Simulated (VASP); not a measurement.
Write the native input for VASP 6.6.1 that does the following.

```yaml
Task: relaxation of cell and atoms
Functional: PBE
Potentials_or_basis: VASP PAW PBE potentials, release 64 (I, K_sv)
Cutoff: 600 eV
k_mesh: 7 × 7 × 7
Occupations: fermi-dirac, width 0.05 eV
Spin: no spin polarisation
Further_INCAR_settings: ALGO = Fast; EDIFF = 1e-06; IBRION = 2; EDIFFG = -0.005; NSW = 40; ISIF = 3
```

The structure of KI lies in POSCAR:

```
KI
1.0
    0.0000000000      3.5327750000      3.5327750000
    3.5327750000      0.0000000000      3.5327750000
    3.5327750000      3.5327750000      0.0000000000
I K
1 1
Direct
    0.5000000000      0.5000000000      0.5000000000
    0.0000000000      0.0000000000      0.0000000000
```

These files were run (other wordings do the same):

INCAR

```
SYSTEM = KI
PREC = Accurate
ENCUT = 600
EDIFF = 1E-6
ISMEAR = -1
SIGMA = 0.05
LREAL = .FALSE.
LASPH = .TRUE.
NELM = 80
ALGO = Fast
ISIF = 3
LWAVE = .FALSE.
LCHARG = .FALSE.
GGA = PE
IBRION = 2
NSW = 40
EDIFFG = -0.005
```

KPOINTS

```
regular mesh
0
G
  7 7 7
  0 0 0
```

Potentials or basis: VASP PAW PBE potentials, release 64 (I, K_sv).

The run is started by

```sh
$ cat potpaw_PBE.64/I/POTCAR potpaw_PBE.64/K_sv/POTCAR > POTCAR
$ mpirun -np 1 vasp_std > vasp.out
```

Results of the run:

- Relaxed volume: 46.42 Å³/atom
- Relaxed cell: a = 5.083 Å, b = 5.083 Å, c = 5.083 Å, α = 60.00°, β = 60.00°, γ = 60.00°
- Space group after relaxing (to 0.05 Å): Fm-3m (No. 225)
- Energy gained by relaxing: 4.3 meV/atom
- Ionic steps: 4
- Pressure after relaxing: 0.0 GPa
- Band gap on the k mesh: 3.85 eV, direct

Caveat: spin-orbit coupling is left out, which moves the levels of the heavy elements; an odd mesh through Γ misses points on the zone boundary, where band edges often lie.

Wall time 89 s on 1 thread of Intel(R) Xeon(R) Platinum 8488C (Sapphire Rapids), with other jobs on the host, peak memory 0.26 GiB.
